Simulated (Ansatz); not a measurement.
Crystal: HfC.

```
CELL_PARAMETERS angstrom
0.00000 2.32500 2.32500
2.32500 0.00000 2.32500
2.32500 2.32500 0.00000
ATOMIC_POSITIONS crystal
Hf 0.50000 0.50000 0.50000
C 0.00000 0.00000 0.00000
```

| Item | Value |
| --- | --- |
| Program | Ansatz 0.2.0 |
| Task | relaxation of cell and atoms |
| Functional | LDA |
| Potentials or basis | Ansatz PAW |
| Cutoff | 420 eV (not typed: the program's choice for these potentials) |
| k mesh | 10 × 10 × 10 |
| Occupations | fermi-dirac, width 0.05 eV |
| Spin | no spin polarisation |

At the start: volume 12.57 Å³/atom.

Problem. How do energy, volume and symmetry change on relaxing?

Solution. It ends after 7 steps and the volume is 11.95 Å³/atom (-4.9 %); space group Fm-3m (No. 225, to 0.05 Å).

The path:
```tsv
step	energy change (eV)	largest force (eV/Å)	volume (Å³)
1	0.0000	0.0000	25.14
2	-0.0198	0.0000	22.99
3	-0.0491	0.0000	23.98
4	-0.0493	0.0000	23.92
5	-0.0474	0.0000	23.92
6	-0.0474	0.0000	23.91
7	-0.0474	0.0000	23.91
```

Final structure:
```
CELL_PARAMETERS angstrom
0.00000 2.28645 2.28645
2.28645 0.00000 2.28645
2.28645 2.28645 0.00000
ATOMIC_POSITIONS crystal
Hf 0.50000 0.50000 0.50000
C 0.00000 0.00000 0.00000
```

Caveat: the plane-wave basis is chosen anew once the cell has moved, so the energies of steps on either side of that aren't comparable; the pressure holds a Pulay correction of +0.3 GPa for the finite cutoff; the PAW data sets come from PBE, with cores solved anew for the run's functional, which leaves a small shift of forces and pressure.
